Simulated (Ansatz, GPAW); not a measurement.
## V: 3 runs at one level of theory

```
V
1.0
    -1.51435    1.51435    1.51435
     1.51435   -1.51435    1.51435
     1.51435    1.51435   -1.51435
V
1
Direct
  0.00000 0.00000 0.00000
```

Alike in all runs: task single point; functional PBE; k mesh 12 × 12 × 12; occupations gaussian, width 0.022 eV; collinear spin, ferromagnetic start; no spin-orbit coupling. Pressure is positive in compression and, in plane waves, holds the error of the finite cutoff, which Ansatz's Pulay term estimates and takes out.

| program and potentials | plane-wave cutoff (eV) | notes | band gap (eV) | pressure (GPa) | net moment per atom (μB) |
| --- | --- | --- | --- | --- | --- |
| Ansatz, Ansatz PAW | 420 | Pulay term of +0.08 GPa included | no gap | -5.23 | 0.12 |
| Ansatz, all-electron LAPW, scalar-relativistic | - | - | no gap | -5.29 | 0.12 |
| GPAW, GPAW PAW data sets (gpaw-data 1.2.1) | 600 | - | no gap | -4.19 | 0.11 |

None finds a gap. The pressure spans -5.29 (Ansatz, all-electron LAPW, scalar-relativistic) to -4.19 GPa (GPAW, GPAW PAW data sets (gpaw-data 1.2.1)), with all-electron results at -5.29. The net moment per atom spans 0.11 (GPAW, GPAW PAW data sets (gpaw-data 1.2.1)) to 0.12 μB (Ansatz, all-electron LAPW, scalar-relativistic), with all-electron results at 0.12. The state is the one that the start led to, which needn't be the lowest.

Differences between rows come from potentials, basis sets and numerical settings, since the functional is the same but for its coding. Runs on potential files found faulty are left out.
